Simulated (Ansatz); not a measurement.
Runs of Ansatz 0.2.0 on K. It takes space group Im-3m (No. 229, cubic). The conventional cell has a = 5.395 Å, b = 5.395 Å, c = 5.395 Å, α = 90.00°, β = 90.00°, γ = 90.00°. 

```csv
level,cutoff (eV),gap on the mesh (eV),pressure (GPa),relaxed volume (Å³/atom)
PBE+D3(BJ)-ATM,420,none,0.0,69.21
BLYP,420,none,0.0,75.37
RPBE,420,none,0.0,80.30
revPBE,420,none,0.0,(b)
LDA,420,none,0.0,(a)
PBE+D4,420,none,0.0,70.05
PBE,420,none,0.0,73.25
PBEsol,420,none,0.0,70.96
PBE+D3(BJ),420,none,0.0,69.01
r2SCAN,500,none,0.0,76.33
```

Alike in all rows: task relaxation of cell and atoms; potentials or basis Ansatz PAW; no spin polarisation; cell relaxed; k mesh 7 × 7 × 7; smearing fermi-dirac 0.05 eV.

**Question.** Estimate the missing entries.

**Answer.** (a) 64.08; (b) 78.52.

Caveats: the plane-wave basis is chosen anew once the cell has moved, so the energies of steps on either side of that aren't comparable; the PAW data sets come from PBE, with cores solved anew for the run's functional, which leaves a small shift of forces and pressure (some runs); pairwise dispersion overbinds metals, which lowers pressure and volume (some runs); the volume moved by over 15 % at a fixed basis, so the end points are rough (some runs).

A gap of «none» marks a metal or a gap under the smearing width.
